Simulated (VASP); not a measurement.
Yb, 2 atoms in the cell. It takes space group P6_3/mmc (No. 194, hexagonal). Conventional cell: a = 3.880 Å, b = 3.880 Å, c = 6.386 Å, α = 90.00°, β = 90.00°, γ = 120.00°. Yb (site symmetry -6m2) is surrounded by 12 Yb at 3.88 to 3.90 Å. This isn't the form of Yb at room conditions, which is fcc.

```yaml
Program: VASP 6.6.1
Task: single point
Functional: PBE
Potentials_or_basis: VASP PAW PBE potentials, release 64 (Yb)
Cutoff: 520 eV
k_mesh: 8 × 8 × 4
Occupations: fermi-dirac, width 0.05 eV
Spin: collinear spin, ferromagnetic start
Starting_moments: "[1.0, 1.0] μB"
Further_INCAR_settings: ALGO = Normal; EDIFF = 1e-07; NBANDS = 35
```

Potentials or basis: VASP PAW PBE potentials, release 64 (Yb).

The run is started by

```bash
$ cat potpaw_PBE.64/Yb/POTCAR > POTCAR
$ mpirun -np 1 vasp_std > vasp.out
```

Hardware: 1 thread of AMD EPYC 9R45 (Zen 5) (shared host).

Estimate the wall time of this run.

Run time: 13 min on 1 thread of AMD EPYC 9R45 (Zen 5), with other jobs on the host, peak memory 0.29 GiB. Counts: scf iterations 92, k points 30.
